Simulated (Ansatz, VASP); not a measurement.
**One calculation of SiC, two programs**

File INCAR:

```
ALGO = Normal
EDIFF = 1E-6
ENCUT = 520
GGA = PS
ISIF = 2
ISMEAR = -1
LASPH = T
LCHARG = F
LREAL = F
LWAVE = F
NBANDS = 16
NELM = 100
PREC = Accurate
SIGMA = 0.08
```

The input KPOINTS:

```
k-points
0
Gamma
  15 15 8
```

File POSCAR:

```
SiC
1.0
    3.0553533011      0.0000000000      0.0000000000
   -1.5276766505      2.6460135763      0.0000000000
    0.0000000000      0.0000000000      5.0141197845
Si C
2 2
Direct
    0.3333333333      0.6666666667      0.0000000000
    0.6666666667      0.3333333333      0.5000000000
    0.3333333333      0.6666666667      0.3850000000
    0.6666666667      0.3333333333      0.8850000000
```

Input for Ansatz:

```yaml
crystal:
  lattice:
    - [3.0553533011, 0.0, 0.0]
    - [-1.5276766505, 2.6460135763, 0.0]
    - [0.0, 0.0, 5.0141197845]
  atoms:
    - { symbol: Si, position: [0.3333333333, 0.6666666667, 0.0] }
    - { symbol: Si, position: [0.6666666667, 0.3333333333, 0.5] }
    - { symbol: C, position: [0.3333333333, 0.6666666667, 0.385] }
    - { symbol: C, position: [0.6666666667, 0.3333333333, 0.885] }
kpoints:
  mp_grid: { grid: [15, 15, 8] }
  band_path:
    path:
      - [0.0, 0.0, 0.0]
      - [0.5, 0.0, 0.0]
      - [0.3333333333, 0.3333333333, 0.0]
      - [0.0, 0.0, 0.0]
      - [0.0, 0.0, 0.5]
      - [0.5, 0.0, 0.5]
      - [0.3333333333, 0.3333333333, 0.5]
      - [0.0, 0.0, 0.5]
      - [0.5, 0.0, 0.5]
    npoints: 5
scf:
  occupations: { method: fermi_dirac, width: 0.08 }
hamiltonian:
  xc: pbesol
  pseudopotentials: { kind: all_electron, lapw: { basis_error: 0.001 } }
output:
  forces: true
  stress: true
  eigenvalues: true
```

Change from the starting cell: volume scaled by 0.98.

Alike in both runs: task single point; functional PBEsol; k mesh 15 × 15 × 8; occupations fermi-dirac, width 0.08 eV; no spin polarisation.

```csv
,VASP,Ansatz
version,VASP 6.6.1,Ansatz 0.2.0
potentials or method,"VASP PAW PBE potentials, release 64 (Si, C)","all-electron LAPW, scalar-relativistic"
plane-wave cutoff (eV),520,see its input
```

```csv
,VASP,Ansatz,Ansatz less VASP
pressure (GPa),5.3,4.9,-0.43
largest component of the traceless stress (GPa),3.88,3.79,-0.088
rms of the force components (eV/Å),0.452,0.449,-0.0031
```

Atom by atom the forces differ by 0.003 eV/Å (rms over components). Ansatz ran all-electron here, so the differences hold the error of VASP's frozen core and of both bases.

Caveats: the PAW data sets were made with another functional, which shifts forces and pressure a little (VASP); an odd mesh through Γ misses points on the zone boundary, where band edges often lie.
